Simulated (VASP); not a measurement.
A run of VASP 6.6.1 is set up as follows.

File INCAR:

```
PREC = Accurate
ENCUT = 520
EDIFF = 1E-6
ISMEAR = -1
SIGMA = 0.1
LREAL = F
LASPH = T
NELM = 80
ALGO = Normal
ISIF = 2
LWAVE = F
LCHARG = F
NBANDS = 25
```

File KPOINTS:

```
regular mesh
0
Gamma
  8 8 12
```

The input POSCAR:

```
Cd
1.0
    5.0538324354      0.0000000000      0.0000000000
   -2.5269162177      4.3767472755      0.0000000000
    0.0000000000      0.0000000000      3.0069241190
Cd
3
Direct
    0.0000000000      0.0000000000      0.0000000000
    0.3333333333      0.6666666667      0.5000000000
    0.6666666667      0.3333333333      0.5000000000
```

Potentials or basis: VASP PAW LDA potentials, release 64 (Cd).

Launch:

```console
$ cat potpaw_LDA.64/Cd/POTCAR > POTCAR
$ mpirun -np 1 vasp_std > vasp.out
```

What does it give for the pressure?

-3.5 GPa.

Predict the band gap on the k mesh.

none (metal or under the smearing width).

Stress tensor (GPa, compression positive):
```
-3.27  0.00  0.00
 0.00 -3.27  0.00
 0.00  0.00 -3.87
```
